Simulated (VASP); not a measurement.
# Results of a VASP single-point calculation on CaSe (zincblende)

POSCAR

```
Ca Se
 1.0000000000000000
     0.0000000000000000    3.2795613700259110    3.2795613700259110
     3.2795613700259110    0.0000000000000000    3.2795613700259110
     3.2795613700259110    3.2795613700259110    0.0000000000000000
 Ca  Se
   1   1
Cartesian
  0.0000000000000000  0.0000000000000000  0.0000000000000000
  1.6397806850129553  1.6397806850129553  1.6397806850129553
```

| Property | Result |
| --- | --- |
| gap between bands v and c | 3.68 eV |
| least direct gap | 3.78 eV |

Band v is the last that the valence electrons fill when counted band by band, and c is the next. Levels in eV from the top of v:

```tsv
point	v−1	v	c	c+1
Γ	-0.09	-0.09	3.68	5.94
X	-0.05	-0.05	3.89	5.55
W	-0.68	-0.11	4.16	5.53
K	-0.48	-0.03	4.22	5.64
L	-0.02	-0.02	5.61	6.06
```

Which of these levels of theory gave these results?
A. PBE0
B. HSE06
C. r²SCAN
D. PBE with spin–orbit coupling
E. PBE
F. PBEsol
G. LDA

C.

The INCAR was:

```
METAGGA = R2SCAN
LASPH = .TRUE.
ISMEAR = 0
ENCUT = 520
IBRION = -1
PREC = Accurate
ALGO = Normal
LREAL = .FALSE.
NBANDS = 15
EDIFF = 1E-7
LCHARG = .FALSE.
NELM = 120
ISIF = 2
NSW = 0
SIGMA = 0.01
LWAVE = .FALSE.
```
